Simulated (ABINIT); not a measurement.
# Nb (Pm-3m) in ABINIT: reference runs

How does Nb come out in PBE? The cell is run as given and disturbed.

Everything below comes from runs of ABINIT 10.8.3 (patched build). Logs are shortened: lines on timing, memory, paths and dates and some standing lists are left out, and cuts for length are marked. The log counts tension as positive stress, the text compression.

## (1) Starting point

The structure is cubic, space group Pm-3m (No. 221). Conventional cell: a = 3.985 Å, b = 3.985 Å, c = 3.985 Å, α = 90.00°, β = 90.00°, γ = 90.00°. Around Nb (site symmetry 4/mmm) lie 8 Nb at 2.82 Å.

The cell was built by a generator and needn't be a form met in nature.

## (2) Single point, PBE

run.abi reads:

```
# Pseudopotentials
pp_dirpath "./"
pseudos "Nb.GGA_PBE-JTH.xml"

# Structure
structure "poscar:POSCAR"
natom 3

# Plane-wave basis
ecut 16.0
pawecutdg 32.0
pawxcdev 0

# k points
kptopt 1
ngkpt 7 7 7
nshiftk 1
shiftk 0.0 0.0 0.0

# Exchange and correlation
ixc 11

# Bands and occupations
nband 24
occopt 3
tsmear 0.05 eV

# SCF cycle
nstep 100
tolvrs 1.0e-9

# Output
iomode 3
prtwf 0
prtden 0
prteig 0
prtebands 0
enunit 2
```

POSCAR reads:

```
Nb
1.0
    3.9852800000      0.0000000000      0.0000000000
    0.0000000000      3.9852800000      0.0000000000
    0.0000000000      0.0000000000      3.9852800000
Nb
3
Direct
    0.5000000000      0.0000000000      0.0000000000  Nb
    0.0000000000      0.5000000000      0.0000000000  Nb
    0.0000000000      0.0000000000      0.5000000000  Nb
```

Potentials or basis: JTH PAW PBE v2.0.

Launch:

```
> abinit run.abi > log 2>&1
```

run.abo:

```text
.Version 10.8.3 of ABINIT
 Symmetries : space group Pm -3 m (#221); Bravais cP (primitive cubic)
================================================================================
 Values of the parameters that define the memory need of the present run
     intxc =       0    ionmov =       0      iscf =      17    lmnmax =      18
     lnmax =       6     mgfft =      30  mpssoang =       3    mqgrid =    3001
     natom =       3  nloc_mem =       2    nspden =       1   nspinor =       1
    nsppol =       1      nsym =      48    n1xccc =       1    ntypat =       1
    occopt =       3   xclevel =       2
       mpw =        1328          nfft =       27000          nkpt =          20
 PAW method is used; the additional fine FFT grid is defined by:
   mgfftf=        40    nfftf =     64000
================================================================================
================================================================================

--------------------------------------------------------------------------------
------------- Echo of variables that govern the present computation ------------
--------------------------------------------------------------------------------
 -outvars: echo values of preprocessed input variables --------
            acell      1.0000000000E+00  1.0000000000E+00  1.0000000000E+00 Bohr
              amu      9.29063800E+01
             ecut      1.60000000E+01 Hartree
           enunit           2
              ixc          11
         kptrlatt        7    0    0      0    7    0      0    0    7
          kptrlen      5.27176141E+01
            natom           3
            nband          24
            ngfft          30      30      30
          ngfftdg          40      40      40
             nkpt          20
            nstep         100
             nsym          48
           ntypat           1
           occopt           3
        pawecutdg      3.20000000E+01 Hartree
         pawxcdev           0
           prtden           0
        prtebands           0
           prteig           0
            prtwf           0
            rprim      7.5310877351E+00  0.0000000000E+00  0.0000000000E+00
                       0.0000000000E+00  7.5310877351E+00  0.0000000000E+00
                       0.0000000000E+00  0.0000000000E+00  7.5310877351E+00
          spgroup         221
           tolvrs      1.00000000E-09
           tsmear      1.83746611E-03 Hartree
            typat      1  1  1
           useylm           1
           xangst      1.9926400000E+00  0.0000000000E+00  0.0000000000E+00
                       0.0000000000E+00  1.9926400000E+00  0.0000000000E+00
                       0.0000000000E+00  0.0000000000E+00  1.9926400000E+00
            xcart      3.7655438675E+00  0.0000000000E+00  0.0000000000E+00
                       0.0000000000E+00  3.7655438675E+00  0.0000000000E+00
                       0.0000000000E+00  0.0000000000E+00  3.7655438675E+00
             xred      5.0000000000E-01  0.0000000000E+00  0.0000000000E+00
                       0.0000000000E+00  5.0000000000E-01  0.0000000000E+00
                       0.0000000000E+00  0.0000000000E+00  5.0000000000E-01
            znucl       41.00000

================================================================================

 chkinp: Checking input parameters for consistency.

================================================================================
== DATASET  1 ==================================================================

--- !DatasetInfo
iteration_state: {dtset: 1, }
dimensions: {natom: 3, nkpt: 20, mband: 24, nsppol: 1, nspinor: 1, nspden: 1, mpw: 1328, }
cutoff_energies: {ecut:  16.0, pawecutdg:  32.0, }
electrons: {nelect:   3.90000000E+01, charge:   0.00000000E+00, occopt:   3.00000000E+00, tsmear:   1.83746611E-03, }
meta: {optdriver: 0, ionmov: 0, optcell: 0, iscf: 17, paral_kgb: 0, }
...

 Exchange-correlation functional for the present dataset will be:
  GGA: Perdew-Burke-Ernzerhof functional - ixc=11
  J.P.Perdew, K.Burke, M.Ernzerhof, PRL 77, 3865 (1996)

 Real(R)+Recip(G) space primitive vectors, cartesian coordinates (Bohr,Bohr^-1):
 R(1)=  7.5310877  0.0000000  0.0000000  G(1)=  0.1327829  0.0000000  0.0000000
 R(2)=  0.0000000  7.5310877  0.0000000  G(2)=  0.0000000  0.1327829  0.0000000
 R(3)=  0.0000000  0.0000000  7.5310877  G(3)=  0.0000000  0.0000000  0.1327829
 Unit cell volume ucvol=  4.2714283E+02 bohr^3
 Angles (23,13,12)=  9.00000000E+01  9.00000000E+01  9.00000000E+01 degrees

 Coarse grid specifications (used for wave-functions):

 getcut: wavevector=  0.0000  0.0000  0.0000  ngfft=  30  30  30
         ecut(hartree)=     16.000   => boxcut(ratio)=   2.21227

[... 70 lines left out ...]
- [  5.0000E-01,   0.0000E+00,   0.0000E+00, Nb]
- [  0.0000E+00,   5.0000E-01,   0.0000E+00, Nb]
- [  0.0000E+00,   0.0000E+00,   5.0000E-01, Nb]
cartesian_forces: # hartree/bohr
- [ -0.00000000E+00,  -0.00000000E+00,  -0.00000000E+00, ]
- [ -0.00000000E+00,  -0.00000000E+00,  -0.00000000E+00, ]
- [ -0.00000000E+00,  -0.00000000E+00,  -0.00000000E+00, ]
force_length_stats: {min:   0.00000000E+00, max:   0.00000000E+00, mean:   0.00000000E+00, }
...

 Integrated electronic density in atomic spheres:
 ------------------------------------------------
 Atom  Sphere_radius  Integrated_density
    1        2.22094         10.24748887
    2        2.22094         10.24748887
    3        2.22094         10.24748887

================================================================================

 ----iterations are completed or convergence reached----

 Mean square residual over all n,k,spin=   13.777E-07; max=  44.558E-05
 reduced coordinates (array xred) for    3 atoms
       0.500000000000      0.000000000000      0.000000000000
       0.000000000000      0.500000000000      0.000000000000
       0.000000000000      0.000000000000      0.500000000000
 rms dE/dt=  0.0000E+00; max dE/dt=  0.0000E+00; dE/dt below (all hartree)
    1       0.000000000000      0.000000000000      0.000000000000
    2       0.000000000000      0.000000000000      0.000000000000
    3       0.000000000000      0.000000000000      0.000000000000

 cartesian coordinates (angstrom) at end:
    1      1.99264000000000     0.00000000000000     0.00000000000000
    2      0.00000000000000     1.99264000000000     0.00000000000000
    3      0.00000000000000     0.00000000000000     1.99264000000000

 cartesian forces (hartree/bohr) at end:
    1     -0.00000000000000    -0.00000000000000    -0.00000000000000
    2     -0.00000000000000    -0.00000000000000    -0.00000000000000
    3     -0.00000000000000    -0.00000000000000    -0.00000000000000
 frms,max,avg= 0.0000000E+00 0.0000000E+00   0.000E+00  0.000E+00  0.000E+00 h/b

 cartesian forces (eV/Angstrom) at end:
    1     -0.00000000000000    -0.00000000000000    -0.00000000000000
    2     -0.00000000000000    -0.00000000000000    -0.00000000000000
    3     -0.00000000000000    -0.00000000000000    -0.00000000000000
 frms,max,avg= 0.0000000E+00 0.0000000E+00   0.000E+00  0.000E+00  0.000E+00 e/A
 length scales=  1.000000000000  1.000000000000  1.000000000000 bohr
              =  0.529177210544  0.529177210544  0.529177210544 angstroms
 Fermi (or HOMO) energy (hartree) =   0.42697   Average Vxc (hartree)=  -0.42032
 Eigenvalues (hartree) for nkpt=  20  k points:
 kpt#   1, nband= 24, wtk=  0.00292, kpt=  0.0000  0.0000  0.0000 (reduced coord)
  -1.58535   -1.57168   -1.57168   -0.72445   -0.72445   -0.72445   -0.69279   -0.69279
  -0.69279   -0.67726   -0.67726   -0.67726    0.21319    0.26117    0.32363    0.32363
   0.32363    0.33689    0.33689    0.51425    0.51425    0.51425    0.58238    0.58238
      occupation numbers for kpt#   1
   2.00000    2.00000    2.00000    2.00000    2.00000    2.00000    2.00000    2.00000
   2.00000    2.00000    2.00000    2.00000    2.00000    2.00000    2.00000    2.00000
   2.00000    2.00000    2.00000    0.00000    0.00000    0.00000    0.00000    0.00000
 prteigrs : prtvol=0 or 1, do not print more k-points.

 Fermi (or HOMO) energy (eV) =  11.61846   Average Vxc (eV)= -11.43748
 Eigenvalues (   eV  ) for nkpt=  20  k points:
 kpt#   1, nband= 24, wtk=  0.00292, kpt=  0.0000  0.0000  0.0000 (reduced coord)
 -43.13967  -42.76746  -42.76746  -19.71328  -19.71328  -19.71328  -18.85177  -18.85177
 -18.85177  -18.42909  -18.42909  -18.42909    5.80127    7.10685    8.80646    8.80646
   8.80646    9.16714    9.16714   13.99354   13.99354   13.99354   15.84728   15.84733
 prteigrs : prtvol=0 or 1, do not print more k-points.

--- !EnergyTerms
iteration_state     : {dtset: 1, }
comment             : Components of total free energy in Hartree
kinetic             :  3.95376101910081E+01
hartree             :  3.47231666626160E+01
xc                  : -1.97595592094056E+01
Ewald energy        : -1.34720688861230E+02
psp_core            :  4.28937014811048E+00
local_psp           : -1.40303223336496E+02
PAW spherical_terms :  4.37508886712466E+01
internal            : -1.72482435734151E+02
'-kT*entropy'       : -2.00231153712157E-03
total_energy        : -1.72484438045688E+02
total_energy_eV     : -4.69354066508219E+03
...

--- !EnergyTermsDC
iteration_state     : {dtset: 1, }
comment             : '"Double-counting" decomposition of free energy'
band_energy         : -1.66810069291245E+01
Ewald energy        : -1.34720688861230E+02
psp_core            :  4.28937014811048E+00
xc_dc               : -3.12205177265821E+01
PAW spherical_terms :  5.85044030466871E+00
internal            : -1.72482403064157E+02
'-kT*entropy'       : -2.00231153712157E-03
total_energy_dc     : -1.72484405375695E+02
total_energy_dc_eV  : -4.69353977608639E+03
...

--- !EnergyTermsWithPAWCore
iteration_state     : {dtset: 1, }
comment             : 'Components of total free energy, including PAW core contributions'
Total energy        : -1.14598482379950E+04
Total energy DC     : -1.14598482053250E+04
Total energy (eV)   : -3.11838356724408E+05
Total energy DC (eV): -3.11838355835412E+05
...

 Cartesian components of stress tensor (hartree/bohr^3)
  sigma(1 1)=  8.89771915E-06  sigma(3 2)=  0.00000000E+00
  sigma(2 2)=  8.89771915E-06  sigma(3 1)=  0.00000000E+00
  sigma(3 3)=  8.89771915E-06  sigma(2 1)=  0.00000000E+00

-Cartesian components of stress tensor (GPa)         [Pressure= -2.6178E-01 GPa]
- sigma(1 1)=  2.61779935E-01  sigma(3 2)=  0.00000000E+00
- sigma(2 2)=  2.61779935E-01  sigma(3 1)=  0.00000000E+00
- sigma(3 3)=  2.61779935E-01  sigma(2 1)=  0.00000000E+00

== END DATASET(S) ==============================================================
================================================================================

 -outvars: echo values of variables after computation  --------
            acell      1.0000000000E+00  1.0000000000E+00  1.0000000000E+00 Bohr
           etotal     -1.7248440538E+02
            fcart     -0.0000000000E+00 -0.0000000000E+00 -0.0000000000E+00
                      -0.0000000000E+00 -0.0000000000E+00 -0.0000000000E+00
                      -0.0000000000E+00 -0.0000000000E+00 -0.0000000000E+00
            rprim      7.5310877351E+00  0.0000000000E+00  0.0000000000E+00
                       0.0000000000E+00  7.5310877351E+00  0.0000000000E+00
                       0.0000000000E+00  0.0000000000E+00  7.5310877351E+00
           strten      8.8977191531E-06  8.8977191531E-06  8.8977191531E-06
                       0.0000000000E+00  0.0000000000E+00  0.0000000000E+00
           xangst      1.9926400000E+00  0.0000000000E+00  0.0000000000E+00
                       0.0000000000E+00  1.9926400000E+00  0.0000000000E+00
                       0.0000000000E+00  0.0000000000E+00  1.9926400000E+00
             xred      5.0000000000E-01  0.0000000000E+00  0.0000000000E+00
                       0.0000000000E+00  5.0000000000E-01  0.0000000000E+00
                       0.0000000000E+00  0.0000000000E+00  5.0000000000E-01
 Calculation completed.
```

Wall time 19 s (1 thread of Intel Xeon Platinum 8488C (Sapphire Rapids), shared host); peak memory 0.12 GiB.

What came out:

| Quantity | Value |
| --- | --- |
| Free energy | -4693.5398 eV |
| Pressure | -0.3 GPa |
| Band gap on the k mesh | none (metal or under the smearing width) |
| Valence electrons inside the program's atomic spheres | Nb 10.25 (radii [1.1753] Å) |

Levels at points of the mesh, in eV from the Fermi level:
| k point | band 15 | band 16 | band 17 | band 18 | band 19 | band 20 | band 21 | band 22 | band 23 | band 24 |
| --- | --- | --- | --- | --- | --- | --- | --- | --- | --- | --- |
| (0.00, 0.00, 0.00) | -2.81 | -2.81 | -2.81 | -2.45 | -2.45 | 2.38 | 2.38 | 2.38 | 4.23 | 4.23 |

## (3) Single point, PBE

run.py reads:

```python
import json, os
import numpy as np
from ase.units import GPa
from ase.calculators.abinit import Abinit, AbinitProfile
from ase.io import read

atoms = read('Nb.xyz')

profile = AbinitProfile(command='abinit', pp_paths=[os.path.abspath('pseudos')])
params = dict(
    pps='pawxml', xc='PBE',
    ecut=435.3822,
    pawecutdg=870.7644,
    pawxcdev=0,
    kptopt=1,
    ngkpt=[7, 7, 7],
    nshiftk=1,
    shiftk=[0.0, 0.0, 0.0],
    ixc=11,
    nband=24,
    occopt=3,
    tsmear=0.05,
    nstep=100,
    tolvrs=1e-09,
    prtwf=0,
    prtden=0,
)

atoms.calc = Abinit(profile=profile, directory='run', **params)
energy = atoms.get_potential_energy()
forces = atoms.get_forces()
stress = atoms.get_stress()
print(f'energy {energy:.6f} eV')
print('forces (eV/A)')
print(np.round(forces, 5))
print('stress (GPa, Voigt, tension positive)', np.round(stress / GPa, 4))
json.dump(dict(energy=energy, forces=forces.tolist(), stress=stress.tolist(), cell=atoms.cell.tolist(), frac=atoms.get_scaled_positions(wrap=False).tolist()), open('results.json', 'w'))
```

Nb.xyz reads:

```xyz
3
Lattice="3.9852800000 0.0000000000 0.0000000000 0.0000000000 3.9852800000 0.0000000000 0.0000000000 0.0000000000 3.9852800000" Properties=species:S:1:pos:R:3 pbc="T T T"
Nb     1.9926400000      0.0000000000      0.0000000000
Nb     0.0000000000      1.9926400000      0.0000000000
Nb     0.0000000000      0.0000000000      1.9926400000
```

Potentials or basis: JTH PAW PBE v2.0.

Launch:

```
> python run.py
```

It took 20 s on 1 thread of Intel Xeon Platinum 8488C (Sapphire Rapids), shared host; peak memory 0.11 GiB.

The run converged. Its results:

```yaml
Free_energy: -4693.5398 eV
Pressure: -0.3 GPa
Band_gap_on_the_k_mesh: none (metal or under the smearing width)
Valence_electrons_inside_the_program's_atomic_spheres: Nb 10.25 (radii [1.1753] Å)
```

Levels at points of the mesh, in eV from the Fermi level:
| k point | band 16 | band 17 | band 18 | band 19 | band 20 | band 21 | band 22 | band 23 |
| --- | --- | --- | --- | --- | --- | --- | --- | --- |
| (0.00, 0.00, 0.00) | -2.81 | -2.81 | -2.45 | -2.45 | 2.38 | 2.38 | 2.38 | 4.23 |

## (4) Single point, PBE (atoms moved at random, drawn with an rms of 0.05 Å)

run.abi reads:

```
pp_dirpath "./"
pseudos "Nb.GGA_PBE-JTH.xml"

acell 7.5310877299 7.5310877299 7.5310877299
rprim
     1.0000000000     0.0000000000     0.0000000000
     0.0000000000     1.0000000000     0.0000000000
     0.0000000000     0.0000000000     1.0000000000
ntypat 1
znucl 41
natom 3
typat 1 1 1
xred
     0.4973920000    -0.0113450000    -0.0120240000
     0.0105680000     0.5060010000     0.0108660000
     0.0077780000    -0.0069130000     0.5014910000
chkprim 0
chksymtnons 0
tolsym 1.0e-6

ecut 16.0
pawecutdg 32.0
pawxcdev 0

kptopt 1
ngkpt 7 7 7
nshiftk 1
shiftk 0.0 0.0 0.0

ixc 11

nband 24
occopt 3
tsmear 0.00183747

nstep 100
tolvrs 1.0e-9

iomode 3
prtwf 0
prtden 0
prteig 0
prtebands 0
enunit 2
```

Launch:

```
> abinit run.abi > log 2>&1
```

Wall time 2.8 min (1 thread of Intel Xeon Platinum 8488C (Sapphire Rapids), shared host); peak memory 0.24 GiB.

It converged, with:

```yaml
Free_energy: -4693.5122 eV
Pressure: 0.0 GPa
Largest_force: 0.503 eV/Å
Band_gap_on_the_k_mesh: none (metal or under the smearing width)
Valence_electrons_inside_the_program's_atomic_spheres: Nb 10.24, 10.23 (radii [1.1753] Å)
```

Forces on the atoms (eV/Å):
```
Nb   0.354  0.241  0.198
Nb  -0.192 -0.443 -0.144
Nb  -0.162  0.202 -0.055
```

Stress tensor (GPa, compression positive):
```
 0.22  0.12  0.02
 0.12  0.08 -0.02
 0.02 -0.02 -0.31
```

Levels at points of the mesh, in eV from the Fermi level:
| k point | band 17 | band 18 | band 19 | band 20 | band 21 | band 22 | band 23 | band 24 |
| --- | --- | --- | --- | --- | --- | --- | --- | --- |
| (0.00, 0.00, 0.00) | -2.78 | -2.46 | -2.44 | 2.34 | 2.35 | 2.40 | 4.11 | 4.21 |
